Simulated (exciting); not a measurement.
# NaCl (Pm-3m) in exciting: further runs

One crystal, NaCl, is run at these levels: PBE; tasks: single point.

Program: exciting (release sodium). These are calculated values, not measurements. Logs are shortened: lines on timing, memory, paths and dates and some standing lists are left out, and cuts for length are marked.

## (1) The structure

The structure is cubic, space group Pm-3m (No. 221). The conventional cell has a = 3.502 Å, b = 3.502 Å, c = 3.502 Å, α = 90.00°, β = 90.00°, γ = 90.00°. Cl (site symmetry m-3m) has 8 Na at 3.03 Å as nearest neighbours. Around Na (site symmetry m-3m) lie 8 Cl at 3.03 Å.

Measurements of this composition are mostly on another form, of space group No. 225.

## (2) Single point, PBE

input.xml

```xml
<input>
  <title>NaCl</title>
  <structure speciespath="./" tshift="false">
    <crystal scale="1">
      <basevect>6.618179936403 0.000000000000 0.000000000000</basevect>
      <basevect>0.000000000000 6.618179936403 0.000000000000</basevect>
      <basevect>0.000000000000 0.000000000000 6.618179936403</basevect>
    </crystal>
    <species speciesfile="Cl.xml" rmt="1.9">
      <atom coord="0.500000000000 0.500000000000 0.500000000000"/>
    </species>
    <species speciesfile="Na.xml" rmt="2">
      <atom coord="0.000000000000 0.000000000000 0.000000000000"/>
    </species>
  </structure>
  <groundstate do="fromscratch" ngridk="8 8 8" rgkmax="7.5" gmaxvr="14" lmaxapw="10" lmaxmat="10" lmaxvr="8" xctype="GGA_PBE" stype="Gaussian" swidth="0.00040424" nempty="10" ValenceRelativity="iora*" epsengy="1e-05" epspot="1e-05" maxscl="60" tforce="true" outputlevel="low"/>
</input>
```

Potentials or basis: all-electron LAPW+lo, shipped species files, valence relativity iora*.

On the command line:

```
OMP_NUM_THREADS=1 exciting_smp
```

INFO.OUT:

```text
================================================================================
EXCITING SODIUM started
[... 10 lines left out ...]

 Lattice vectors (cartesian) :
      6.6181799364      0.0000000000      0.0000000000
      0.0000000000      6.6181799364      0.0000000000
      0.0000000000      0.0000000000      6.6181799364

 Reciprocal lattice vectors (cartesian) :
      0.9493826653      0.0000000000      0.0000000000
      0.0000000000      0.9493826653      0.0000000000
      0.0000000000      0.0000000000      0.9493826653

 Unit cell volume                           :     289.8783041975
 Brillouin zone volume                      :       0.8557046521

 Species :    1 (Cl)
     parameters loaded from                 :    Cl.xml
     name                                   :    chlorine

     atomic positions (lattice) :
       1 :   0.50000000  0.50000000  0.50000000

 Species :    2 (Na)
     parameters loaded from                 :    Na.xml
     name                                   :    sodium

     atomic positions (lattice) :
       1 :   0.00000000  0.00000000  0.00000000

 Total number of atoms per unit cell        :       2

 Spin treatment                             :    spin-unpolarised

 Number of Bravais lattice symmetries       :      48
 Number of crystal symmetries               :      48

 k-point grid                               :       8    8    8
 Total number of k-points                   :      35
 k-point set is reduced with crystal symmetries

 R^MT_min * |G+k|_max (rgkmax)              :       7.50000000

 G-vector grid sizes                        :      30    30    30
 Total number of G-vectors                  :   13397

 Total nuclear charge                       :     -28.00000000
 Total electronic charge                    :      28.00000000

 Number of empty states                     :      10
 Total number of valence states             :      19

 Exchange-correlation type                  :      20
     Perdew-Burke-Ernzerhof, Phys. Rev. Lett. 77, 3865 (1996)
     Generalised gradient approximation (GGA)

 Smearing scheme                            :    Gaussian
 Smearing width                             :       0.00040424

++++++++++++++++++++++++++++++++++++++++++++++++++++++++++++++++++++++++++++++++
+ Ending initialization                                                        +
++++++++++++++++++++++++++++++++++++++++++++++++++++++++++++++++++++++++++++++++

********************************************************************************
* Groundstate module started                                                   *
********************************************************************************
 Output level for this task is set to low

++++++++++++++++++++++++++++++++++++++++++++++++++++++++++++++++++++++++++++++++
[... 5 lines left out ...]
+ SCF iteration number :    1                                                  +
++++++++++++++++++++++++++++++++++++++++++++++++++++++++++++++++++++++++++++++++
 Total energy                               :      -626.08206202
 _______________________________________________________________
 Fermi energy                               :         0.06416152
 DOS at Fermi energy (states/Ha/cell)       :         0.00000000
 Electron charge: Core leakage              :         0.00014248

 Estimated fundamental gap                  :         0.17760946
        valence-band maximum at   15      0.5000  0.5000  0.0000
     conduction-band minimum at    1      0.0000  0.0000  0.0000

++++++++++++++++++++++++++++++++++++++++++++++++++++++++++++++++++++++++++++++++
+ SCF iteration number :    2                                                  +
++++++++++++++++++++++++++++++++++++++++++++++++++++++++++++++++++++++++++++++++
 Total energy                               :      -624.96443756
 _______________________________________________________________
 Fermi energy                               :         0.07654955
 DOS at Fermi energy (states/Ha/cell)       :         0.00000000
 Electron charge: Core leakage              :         0.00014472

 Estimated fundamental gap                  :         0.16218136
        valence-band maximum at   15      0.5000  0.5000  0.0000
     conduction-band minimum at    1      0.0000  0.0000  0.0000

 RMS change in effective potential (target) :  0.401240      ( 0.100000E-04)
 Absolute change in total energy   (target) :   1.11762      ( 0.100000E-04)
 Charge distance                   (target) :  0.645692E-02  ( 0.100000E-04)
 Abs. change in max-nonIBS-force   (target) :   0.00000      ( 0.500000E-04)

++++++++++++++++++++++++++++++++++++++++++++++++++++++++++++++++++++++++++++++++
+ SCF iteration number :    3                                                  +
++++++++++++++++++++++++++++++++++++++++++++++++++++++++++++++++++++++++++++++++
 Total energy                               :      -624.38445046
 _______________________________________________________________
 Fermi energy                               :         0.08382978
 DOS at Fermi energy (states/Ha/cell)       :         0.00000000
 Electron charge: Core leakage              :         0.00014555

 Estimated fundamental gap                  :         0.15380024
        valence-band maximum at   15      0.5000  0.5000  0.0000
     conduction-band minimum at    1      0.0000  0.0000  0.0000

 RMS change in effective potential (target) :  0.293741      ( 0.100000E-04)
 Absolute change in total energy   (target) :  0.579987      ( 0.100000E-04)
 Charge distance                   (target) :  0.360869E-02  ( 0.100000E-04)
 Abs. change in max-nonIBS-force   (target) :   0.00000      ( 0.500000E-04)

++++++++++++++++++++++++++++++++++++++++++++++++++++++++++++++++++++++++++++++++
+ SCF iteration number :    4                                                  +
++++++++++++++++++++++++++++++++++++++++++++++++++++++++++++++++++++++++++++++++
 Total energy                               :      -625.19455449
 _______________________________________________________________
 Fermi energy                               :         0.08331613
 DOS at Fermi energy (states/Ha/cell)       :         0.00000000
 Electron charge: Core leakage              :         0.00014121

 Estimated fundamental gap                  :         0.16091966
        valence-band maximum at   15      0.5000  0.5000  0.0000
     conduction-band minimum at    1      0.0000  0.0000  0.0000

 RMS change in effective potential (target) :  0.290954E-01  ( 0.100000E-04)
 Absolute change in total energy   (target) :  0.810104      ( 0.100000E-04)
 Charge distance                   (target) :  0.351736E-02  ( 0.100000E-04)
 Abs. change in max-nonIBS-force   (target) :   0.00000      ( 0.500000E-04)

++++++++++++++++++++++++++++++++++++++++++++++++++++++++++++++++++++++++++++++++
+ SCF iteration number :    5                                                  +
++++++++++++++++++++++++++++++++++++++++++++++++++++++++++++++++++++++++++++++++
 Total energy                               :      -623.83041270
 _______________________________________________________________
 Fermi energy                               :         0.09479114
 DOS at Fermi energy (states/Ha/cell)       :         0.00000000
 Electron charge: Core leakage              :         0.00014517
[... 127 lines left out ...]
 Estimated fundamental gap                  :         0.14721883
        valence-band maximum at   15      0.5000  0.5000  0.0000
     conduction-band minimum at    1      0.0000  0.0000  0.0000

 RMS change in effective potential (target) :  0.432006E-06  ( 0.100000E-04)
 Absolute change in total energy   (target) :  0.141158E-04  ( 0.100000E-04)
 Charge distance                   (target) :  0.780597E-07  ( 0.100000E-04)
 Abs. change in max-nonIBS-force   (target) :   0.00000      ( 0.500000E-04)

++++++++++++++++++++++++++++++++++++++++++++++++++++++++++++++++++++++++++++++++
+ SCF iteration number :   13                                                  +
++++++++++++++++++++++++++++++++++++++++++++++++++++++++++++++++++++++++++++++++
 Total energy                               :      -624.05746905
 _______________________________________________________________
 Fermi energy                               :         0.09291505
 DOS at Fermi energy (states/Ha/cell)       :         0.00000000
 Electron charge: Core leakage              :         0.00014443

 Estimated fundamental gap                  :         0.14721881
        valence-band maximum at   15      0.5000  0.5000  0.0000
     conduction-band minimum at    1      0.0000  0.0000  0.0000

 RMS change in effective potential (target) :  0.263939E-07  ( 0.100000E-04)
 Absolute change in total energy   (target) :  0.317225E-05  ( 0.100000E-04)
 Charge distance                   (target) :  0.180643E-07  ( 0.100000E-04)
 Abs. change in max-nonIBS-force   (target) :   0.00000      ( 0.500000E-04)

++++++++++++++++++++++++++++++++++++++++++++++++++++++++++++++++++++++++++++++++
+ SCF iteration number :   14                                                  +
++++++++++++++++++++++++++++++++++++++++++++++++++++++++++++++++++++++++++++++++
 Total energy                               :      -624.05746977
 _______________________________________________________________
 Fermi energy                               :         0.09291505
 DOS at Fermi energy (states/Ha/cell)       :         0.00000000
 Electron charge: Core leakage              :         0.00014443

 Estimated fundamental gap                  :         0.14721881
        valence-band maximum at   15      0.5000  0.5000  0.0000
     conduction-band minimum at    1      0.0000  0.0000  0.0000

 RMS change in effective potential (target) :  0.857050E-08  ( 0.100000E-04)
 Absolute change in total energy   (target) :  0.726647E-06  ( 0.100000E-04)
 Charge distance                   (target) :  0.450605E-08  ( 0.100000E-04)
 Abs. change in max-nonIBS-force   (target) :   0.00000      ( 0.500000E-04)

++++++++++++++++++++++++++++++++++++++++++++++++++++++++++++++++++++++++++++++++
| Convergency criteria checked for the last 2 iterations                       +
| Convergence targets achieved. Performing final SCF iteration                 +
++++++++++++++++++++++++++++++++++++++++++++++++++++++++++++++++++++++++++++++++
 Total energy                               :      -624.05746942
 _______________________________________________________________
 Fermi energy                               :         0.09291505
 DOS at Fermi energy (states/Ha/cell)       :         0.00000000
 Electron charge: Core leakage              :         0.00014443

 Estimated fundamental gap                  :         0.14721881
        valence-band maximum at   15      0.5000  0.5000  0.0000
     conduction-band minimum at    1      0.0000  0.0000  0.0000

++++++++++++++++++++++++++++++++++++++++++++++++++++++++++++++++++++++++++++++++
+ Self-consistent loop stopped                                                 +
++++++++++++++++++++++++++++++++++++++++++++++++++++++++++++++++++++++++++++++++
 STATE.OUT is written

--------------------------------------------------------------------------------
- Writing atomic positions and forces                                          -
--------------------------------------------------------------------------------

 Atomic positions (lattice) :
 atom     1  Cl  :     0.50000000    0.50000000    0.50000000
 atom     2  Na  :     0.00000000    0.00000000    0.00000000

 Total atomic forces including IBS (cartesian) :
 atom     1  Cl  :     0.00000000   -0.00000000    0.00000000
 atom     2  Na  :    -0.00000000    0.00000000   -0.00000000

 Atomic force components including IBS (cartesian) :
 atom     1  Cl  :     0.00000000   -0.00000000    0.00000000   HF force
                 :     0.00000000   -0.00000000    0.00000000   core correction
                 :    -0.00000000    0.00000000    0.00000000   IBS correction
 atom     2  Na  :    -0.00000000    0.00000000   -0.00000000   HF force
                 :    -0.00000000    0.00000000    0.00000000   core correction
                 :     0.00000000   -0.00000000    0.00000000   IBS correction

********************************************************************************
[... 7 lines left out ...]
| EXCITING SODIUM stopped                                                      =
================================================================================
```

Wall time 65 s (1 thread of Arm Neoverse V2, shared host); peak memory 0.13 GiB.

What came out:

```
Free energy            : -16981.4688 eV
Band gap on the k mesh : 4.01 eV, indirect (least direct gap 4.50 eV)
```

Levels at points of the mesh, in eV from the valence-band top:
```csv
k point,band 6,band 7,band 8,band 9,band 10,band 11
"(0.00, 0.00, 0.00)",-0.49,-0.49,-0.49,4.01,8.55,8.55
"(0.50, 0.00, 0.00)",-2.93,-0.26,-0.26,6.94,8.59,10.42
"(0.50, 0.50, 0.00)",-2.25,-2.25,0.00,5.56,9.85,11.06
"(0.50, 0.50, 0.50)",-1.84,-1.84,-1.84,7.12,7.12,7.12
```

(Continued in part 2 of 2.)
